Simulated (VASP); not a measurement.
# TePb (Fm-3m) in VASP: single point with HSE06

Aim: the single point of TePb with HSE06.

All numbers are computed with VASP 6.6.1; they aren't measurements. Logs are shortened: lines on timing, memory, paths and dates and some standing lists are left out, and cuts for length are marked.

## Step 1: The structure

The structure is cubic, space group Fm-3m (No. 225). Conventional cell: a = 6.462 Å, b = 6.462 Å, c = 6.462 Å, α = 90.00°, β = 90.00°, γ = 90.00°. Around Pb (site symmetry m-3m) lie 6 Te at 3.23 Å. Around Te (site symmetry m-3m) lie 6 Pb at 3.23 Å.

## Step 2: Single point, HSE06, spin-orbit coupling, no magnetisation

File POSCAR:

```
TePb
1.0
    0.0000000000      3.2310000000      3.2310000000
    3.2310000000      0.0000000000      3.2310000000
    3.2310000000      3.2310000000      0.0000000000
Pb Te
1 1
Direct
    0.0000000000      0.0000000000      0.0000000000
    0.5000000000      0.5000000000      0.5000000000
```

File INCAR.step1:

```
SYSTEM = TePb
PREC = Accurate ; ENCUT = 520
EDIFF = 1E-5 ; ISMEAR = 0
SIGMA = 0.02 ; LREAL = .FALSE.
LASPH = .TRUE. ; NELM = 80
ALGO = Normal ; ISIF = 2
LWAVE = .TRUE. ; MAGMOM = 0 0 0 0 0 0
LORBIT = 11 ; LSORBIT = .TRUE.
GGA_COMPAT = .FALSE. ; GGA = PE
KPAR = 4
```

File INCAR.step2:

```
SYSTEM = TePb
PREC = Accurate ; ENCUT = 520
EDIFF = 1E-6 ; ISMEAR = 0
SIGMA = 0.02 ; LREAL = .FALSE.
LASPH = .TRUE. ; NELM = 80
ALGO = Normal ; ISIF = 2
LWAVE = .FALSE. ; LCHARG = .TRUE.
MAGMOM = 0 0 0 0 0 0 ; LORBIT = 11
LSORBIT = .TRUE. ; GGA_COMPAT = .FALSE.
GGA = PE ; LHFCALC = .TRUE.
HFSCREEN = 0.2 ; PRECFOCK = Fast
LVHAR = .TRUE. ; ISTART = 1
KPAR = 4
```

File KPOINTS:

```
Automatic mesh
0
G
  6 6 6
  0 0 0
```

Potentials or basis: VASP PAW PBE potentials, release 64 (Pb_d, Te).

Command:

```
$ cat potpaw_PBE.64/Pb_d/POTCAR potpaw_PBE.64/Te/POTCAR > POTCAR
$ cp INCAR.step1 INCAR
$ mpirun -np 4 vasp_ncl > vasp.out
$ cp INCAR.step2 INCAR
$ mpirun -np 4 vasp_ncl > vasp.out
```

OUTCAR:

```text
SYSTEM = TePb
   PREC = Accurate
   ENCUT = 520
   EDIFF = 1E-6
   ISMEAR = 0
   LREAL = .FALSE.
   LASPH = .TRUE.
   NELM = 80
   ISIF = 2
   LORBIT = 11
   LSORBIT = .TRUE.
   GGA = PE
   LHFCALC = .TRUE.
   HFSCREEN = 0.2
   PRECFOCK = Fast
   ISTART = 1

 ion  position               nearest neighbor table
   1  0.000  0.000  0.000-   2 3.23   2 3.23   2 3.23   2 3.23   2 3.23   2 3.23
   2  0.500  0.500  0.500-   1 3.23   1 3.23   1 3.23   1 3.23   1 3.23   1 3.23

  LATTYP: Found a face centered cubic cell.
 ALAT       =     6.4620000000

  Lattice vectors:

 A1 = (   0.0000000000,   3.2310000000,   3.2310000000)
 A2 = (   3.2310000000,   0.0000000000,   3.2310000000)
 A3 = (   3.2310000000,   3.2310000000,   0.0000000000)

Analysis of symmetry for initial positions (statically):
=====================================================================
 Subroutine PRICEL returns:
 Original cell was already a primitive cell.

 Routine SETGRP: Setting up the symmetry group for a
 face centered cubic supercell.

 Subroutine GETGRP returns: Found 48 space group operations
 (whereof 48 operations were pure point group operations)
 out of a pool of 48 trial point group operations.

The static configuration has the point symmetry O_h .

Analysis of symmetry for dynamics (positions and initial velocities):
=====================================================================
 Subroutine PRICEL returns:
 Original cell was already a primitive cell.

 Routine SETGRP: Setting up the symmetry group for a
 face centered cubic supercell.

 Subroutine GETGRP returns: Found 48 space group operations
 (whereof 48 operations were pure point group operations)
 out of a pool of 48 trial point group operations.

The dynamic configuration has the point symmetry O_h .

Analysis of structural, dynamic, and magnetic symmetry:
=====================================================================
 Subroutine PRICEL returns:
 Original cell was already a primitive cell.
[... 668 lines left out ...]
  -------------------------------------------------------------------------------------
  Total        0.3557074      0.3557074      0.3557074      0.0000000      0.0000000      0.0000000
  in kB        8.4481703      8.4481703      8.4481703      0.0000000      0.0000000      0.0000000
  external PRESSURE =       8.4481703 kB  Pullay stress =       0.0000000 kB

 VOLUME and BASIS-vectors are now :
 -----------------------------------------------------------------------------
  energy-cutoff  :      520.00
  volume of cell :       67.46
      direct lattice vectors                 reciprocal lattice vectors
     0.000000000  3.231000000  3.231000000    -0.154750851  0.154750851  0.154750851
     3.231000000  0.000000000  3.231000000     0.154750851 -0.154750851  0.154750851
     3.231000000  3.231000000  0.000000000     0.154750851  0.154750851 -0.154750851

 POSITION                                       TOTAL-FORCE (eV/Angst)
 -----------------------------------------------------------------------------------
      0.00000      0.00000      0.00000         0.000000      0.000000     -0.000000
      3.23100      3.23100      3.23100         0.000000     -0.000000      0.000000
 -----------------------------------------------------------------------------------
    total drift:                                0.000003     -0.000001     -0.000001

  FREE ENERGIE OF THE ION-ELECTRON SYSTEM (eV)
  ---------------------------------------------------
  free  energy   TOTEN  =        -9.4801166457 eV

  energy  without entropy=       -9.4801166457  energy(sigma->0) =       -9.48011665

 Spin-Orbit-Coupling matrix elements

 Ion:    1  E_soc:     -0.7969160
 l=   1
     0.0000000    -0.0676219    -0.0676219
    -0.0676219     0.0000000    -0.0676219
    -0.0676219    -0.0676219     0.0000000
 l=   2
     0.0000000    -0.0130221     0.0000000    -0.0130221    -0.0521753
    -0.0130221     0.0000000    -0.0391315    -0.0130221    -0.0130438
     0.0000000    -0.0391315     0.0000000    -0.0391315     0.0000000
    -0.0130221    -0.0130221    -0.0391315     0.0000000    -0.0130438
    -0.0521753    -0.0130438     0.0000000    -0.0130438     0.0000000
 l=   3
     0.0000000     0.0000000     0.0000000     0.0000000     0.0000000     0.0000000     0.0000000
     0.0000000     0.0000000     0.0000000     0.0000000     0.0000000     0.0000000     0.0000000
     0.0000000     0.0000000     0.0000000     0.0000000     0.0000000     0.0000000     0.0000000
     0.0000000     0.0000000     0.0000000     0.0000000     0.0000000     0.0000000     0.0000000
     0.0000000     0.0000000     0.0000000     0.0000000     0.0000000     0.0000000     0.0000000
     0.0000000     0.0000000     0.0000000     0.0000000     0.0000000     0.0000000     0.0000000
     0.0000000     0.0000000     0.0000000     0.0000000     0.0000000     0.0000000     0.0000000

 Ion:    2  E_soc:     -0.1963540
 l=   1
     0.0000000    -0.0327486    -0.0327486
    -0.0327486     0.0000000    -0.0327486
    -0.0327486    -0.0327486     0.0000000
 l=   2
     0.0000000    -0.0000076     0.0000000    -0.0000076     0.0000305
    -0.0000076     0.0000000     0.0000229    -0.0000076     0.0000076
     0.0000000     0.0000229     0.0000000     0.0000229     0.0000000
    -0.0000076    -0.0000076     0.0000229     0.0000000     0.0000076
     0.0000305     0.0000076     0.0000000     0.0000076     0.0000000
 l=   3
     0.0000000     0.0000000     0.0000000     0.0000000     0.0000000     0.0000000     0.0000000
     0.0000000     0.0000000     0.0000000     0.0000000     0.0000000     0.0000000     0.0000000
     0.0000000     0.0000000     0.0000000     0.0000000     0.0000000     0.0000000     0.0000000
     0.0000000     0.0000000     0.0000000     0.0000000     0.0000000     0.0000000     0.0000000
     0.0000000     0.0000000     0.0000000     0.0000000     0.0000000     0.0000000     0.0000000
     0.0000000     0.0000000     0.0000000     0.0000000     0.0000000     0.0000000     0.0000000
     0.0000000     0.0000000     0.0000000     0.0000000     0.0000000     0.0000000     0.0000000

 total charge

# of ion       s       p       d       tot
------------------------------------------
    1        1.486   0.561   9.840  11.887
    2        1.336   2.145   0.018   3.498
--------------------------------------------------
tot          2.822   2.706   9.857  15.385

 magnetization (x)

# of ion       s       p       d       tot
------------------------------------------
    1        0.000   0.000   0.000   0.000
    2       -0.000   0.000   0.000  -0.000
--------------------------------------------------
tot         -0.000   0.000   0.000  -0.000

 magnetization (y)

# of ion       s       p       d       tot
------------------------------------------
    1        0.000   0.000  -0.000   0.000
    2        0.000   0.000   0.000   0.000
--------------------------------------------------
tot          0.000   0.000  -0.000   0.000

 magnetization (z)

# of ion       s       p       d       tot
------------------------------------------
    1        0.000   0.000   0.000   0.000
    2        0.000   0.000   0.000   0.000
--------------------------------------------------
tot          0.000   0.000   0.000   0.000
```

It took 33 min on 4 MPI ranks of Intel Xeon 6975P-C (Granite Rapids), shared host; peak memory 0.52 GiB.

What came out:

- Free energy: -9.4801 eV
- Pressure: 0.8 GPa
- Valence electrons inside the program's atomic spheres: Pb 11.89; Te 3.50

Caveat: the PAW data sets were made with another functional, which shifts forces and pressure a little.
